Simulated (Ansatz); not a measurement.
The system is TaN.

```
Ta N
1.0
     0.00000    2.17900    2.17900
     2.17900    0.00000    2.17900
     2.17900    2.17900    0.00000
Ta N
1 1
Direct
  0.50000 0.50000 0.50000
  0.00000 0.00000 0.00000
```

Alike in all runs: program Ansatz 0.2.0; functional PBE; potentials or basis Ansatz PAW; cutoff 420 eV (not typed: the program's choice for these potentials); k mesh 7 × 7 × 7; occupations gaussian, width 0.05 eV.

Starts and where they ended:

| start | free energy over the lowest (meV/atom) | net moment (μB) | site or absolute moments (μB) | gap |
| --- | --- | --- | --- | --- |
| collinear spin, random start of up to 0.17 μB | 0.0 | 0.00 | absolute 0.00 | none (metal or under the smearing width) |
| collinear spin, ferromagnetic start of up to 0.5 μB | 0.0 | 0.00 | absolute 0.00 | none (metal or under the smearing width) |
| collinear spin, ferromagnetic start of up to 3 μB; fixed moment 3 | 2785.5 | 3.00 | Ta +1.02; N +0.72 | - |

Runs with fixed or held moments lie higher by the price of the constraint. A still lower state may exist.

Caveats: the cell is far from rest, so the order of the states can change on relaxing; the starting moments weren't kept (some runs); the total moment is fixed, so each spin has its own Fermi level (some runs).
